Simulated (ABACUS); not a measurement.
**TePb: equation of state with LDA**

The system is TePb.

```xyz
2
Lattice="0.0000 3.2310 3.2310 3.2310 0.0000 3.2310 3.2310 3.2310 0.0000" Properties=species:S:1:pos:R:3 pbc="T T T"
Pb    0.0000    0.0000    0.0000
Te    3.2310    3.2310    3.2310
```

```
Program             : ABACUS 3.10.1
Task                : equation of state
Functional          : LDA
Potentials or basis : PseudoDojo NC SR 0.4.1 LDA stringent
Cutoff              : 1401 eV
Density cutoff      : 5606 eV
Basis               : DZP LCAO (the cutoffs set its grid)
k mesh              : 6 × 6 × 6
Occupations         : fermi-dirac, width 0.05 eV
Spin                : no spin polarisation
```

```
Equilibrium volume                      : 33.02 Å³/atom
Bulk modulus                            : 48 GPa
Pressure derivative of the bulk modulus : 4.4 (rough: it moves with the points fitted)
```

Energy against volume, from the lowest point:
| volume (Å³/atom) | energy (meV/atom) |
| --- | --- |
| 31.706 | 8.40 |
| 33.055 | 0.00 |
| 34.404 | 8.08 |
| 35.753 | 29.38 |

All runs of the series together: 28 s on 4 threads of Intel(R) Xeon(R) Platinum 8223CL CPU @ 3.00GHz (Skylake/Cascade Lake) (shared host).

Caveat: the atomic orbitals were generated for these runs and aren't a published set; the basis of atomic orbitals isn't converged, which shifts pressures, moduli and gaps. Spin-orbit coupling is left out, which matters for the levels of Pb, Te.
